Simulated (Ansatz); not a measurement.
# Strain response of Cu

All numbers below come from DFT r2SCAN, scalar-relativistic, plane waves, PAW in Ansatz. Run with 500 eV cutoff, 20×20×14 k-mesh, Gaussian smearing of 0.10 eV, no spin polarisation.

The relaxed crystal:

```yaml
crystal:
  lattice:
    - [1.78833, 1.78833, 0.00000]
    - [-1.78833, 1.78833, 0.00000]
    - [0.00000, 0.00000, 3.57666]
  atoms:
    - { symbol: Cu, position: [0.00000, 0.00000, 0.00000] }
    - { symbol: Cu, position: [0.50000, 0.50000, 0.50000] }
```

Deformation: uniaxial strain along a, with the lengths of b and c and the atoms relaxed and the angles held, all within the symmetry that the strain leaves. Energies are extrapolated to zero smearing. Stress is positive in compression, on the Cartesian axes of the cell above. On this cell's mesh the reference holds a stress of up to 0.13 GPa.

```
strain (%)  ΔE (meV/atom) a (Å) b (Å) c (Å)  σxx (GPa)  σyy (GPa)  σzz (GPa)  σyz (GPa)  σxz (GPa)  σxy (GPa)
      -2.0            3.0  2.478  2.526  3.625       2.06       2.06       0.00       0.00       0.00       2.06
      +0.0            0.0  2.529  2.529  3.577       0.08       0.08      -0.13       0.00       0.00       0.00
      +2.0              ?  2.580      ?      ?          ?          ?          ?          ?          ?          ?
```

Problem. Fill in the row at +2.0 %.

Solution. ΔE 1.9 meV/atom; b 2.540 Å; c 3.513 Å; σxx -1.38 GPa; σyy -1.38 GPa; σzz -0.01 GPa; σyz 0.00 GPa; σxz 0.00 GPa; σxy -1.39 GPa.